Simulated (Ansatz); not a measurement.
Below is a relaxed structure of AgOF. The cell was found from a structure generator's guess, not taken from experiment.

These are results of DFT PBE, scalar-relativistic, plane waves, PAW (Ansatz 0.2.0), not measurements. Cutoff 420 eV, Γ-centred mesh, Gaussian smearing, collinear spin.

Only a and b repeat, and vacuum parts the sheet from its images along c.

```yaml
crystal:
  periodic: [true, true, false]
  lattice:
    - [3.22334, 0.00000, 0.00000]
    - [-1.61167, 2.79150, 0.00000]
    - [0.00000, 0.00000, 28.43703]
  atoms:
    - { symbol: Ag, position: [0.33333, 0.66667, 0.30046] }
    - { symbol: O, position: [0.00000, 0.00000, 0.34164] }
    - { symbol: F, position: [0.00000, 0.00000, 0.25272] }
```

Formation energies are uncorrected and refer to the elements' standard structures at the same level (F₂, O₂ as molecules).

Question: What layer group does it have?

Answer: p3m1 (No. 69). In-plane cell: a = 3.223 Å, b = 3.223 Å, γ = 120.0°, thickness 2.53 Å between the outermost nuclei. Ag at height 1.36 Å has 3 O at 2.20 Å and 3 F at 2.30 Å; O at height 2.53 Å has 3 Ag at 2.20 Å; F at height 0.00 Å has 3 Ag at 2.30 Å and 1 O at 2.53 Å.

Question: What is its formation energy per atom?

Answer: −0.067 eV/atom. A negative formation energy is needed for stability but isn't enough: competing phases decide.

Question: Is it a metal?

Answer: No, the gap on the 18×18×1 mesh is 0.56 eV.

Question: Which magnetic moments does it keep?

Answer: 0.67 μB per atom net, the space between the atoms included; by site: Ag 0.6; O 1.1; F 0.2 μB.

The last run used collinear spin, an 18×18×1 mesh for its 3-atom cell and Gaussian smearing of 0.10 eV. Kohn–Sham gaps at this level usually fall short of measured ones. Another magnetic order may lie lower. A structure relaxed within its symmetry needn't be a true minimum.
